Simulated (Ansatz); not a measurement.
Runs of Ansatz 0.2.0 on InAs. Symmetry: F-43m, No. 216, cubic system. The conventional cell has a = 6.036 Å, b = 6.036 Å, c = 6.036 Å, α = 90.00°, β = 90.00°, γ = 90.00°. In (site symmetry -43m) is surrounded by 4 As at 2.61 Å. As (site symmetry -43m) is surrounded by 4 In at 2.61 Å. 

| share of exact exchange | gap on the mesh (eV) | pressure (GPa) |
| --- | --- | --- |
| 0.3 | 0.81 | 2.0 |
| 0.25 | (c) | 2.4 |
| 0.1 | 0.11 | 3.8 |
| 0.15 | 0.28 | (a) |
| 0.05 | none | 4.4 |
| 0.5 | 1.57 | 0.6 |
| 0.4 | (b) | 1.3 |
| 0.2 | 0.46 | 2.8 |

Alike in all rows: task single point; level HSE06 form with a typed share of exact exchange; potentials or basis Ansatz PAW; no spin polarisation; cell as given; k mesh 4 × 4 × 4; cutoff (eV) 420; smearing fermi-dirac 0.05 eV; the mesh is coarse, so values aren't converged.

Fill in the values left out.

(a) 3.2; (b) 1.18; (c) 0.63.

Caveats: all runs use coarse meshes; the PAW data sets come from PBE, with cores solved anew for the run's functional, which leaves a small shift of forces and pressure; the thresholds are loose for stress; spin-orbit coupling is left out, which moves the levels of the heavy elements (some runs).

A k mesh can miss the band edges, and the runs leave out spin-orbit coupling on As, In.

A gap of «none» marks a metal or a gap under the smearing width.
